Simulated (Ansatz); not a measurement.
## Clamped-ion strain scan in PtSe2

These are results of Ansatz 0.2.0, DFT PBEsol, scalar-relativistic, plane waves, PAW, not measurements. The runs took a 420 eV cutoff, a Γ-centred 12×12×10 mesh and Gaussian smearing (0.15 eV). Spin–orbit coupling is left out, which can shift energies with elements as heavy as these. No spin polarisation. Energies are free energies at this smearing, counted from the undisturbed cell; pressure is positive in compression.

The starting cell (relaxed at this level):

```xyz
3
Lattice="3.7607 0.0000 0.0000 -1.8804 3.2569 0.0000 0.0000 0.0000 4.8633" Properties=species:S:1:pos:R:3 pbc="T T T"
Pt    0.0000    0.0000    0.0000
Se    0.0000    2.1713    1.2677
Se    1.8804    1.0856    3.5956
```

The cell is strained by ε times the Voigt pattern (0, 0, 1, 0, 0, 0) (xx, yy, zz, yz, xz, xy; engineering shear) with fractional coordinates fixed. The cell is metallic on the mesh throughout.

| ε | ΔE (meV/atom) |
| --- | --- |
| -0.0600 | 28.2 |
| -0.0450 | 15.5 |
| -0.0300 | 6.8 |
| -0.0150 | 1.7 |
| 0.0000 | 0.0 |
| 0.0150 | 1.6 |
| 0.0300 | 6.3 |
| 0.0450 | 13.9 |
| 0.0525 | 18.7 |
| 0.0600 | 24.2 |

Predict the pressure (GPa) at each point.

| ε | pressure (GPa) |
| --- | --- |
| -0.0600 | 7.0 |
| -0.0450 | 5.1 |
| -0.0300 | 3.3 |
| -0.0150 | 1.6 |
| 0.0000 | 0.0 |
| 0.0150 | -1.5 |
| 0.0300 | -2.8 |
| 0.0450 | -4.1 |
| 0.0525 | -4.7 |
| 0.0600 | -5.3 |

Cost: 10 runs of about 2.3 core-minutes in all, on Arm Neoverse V2 (shared hosts).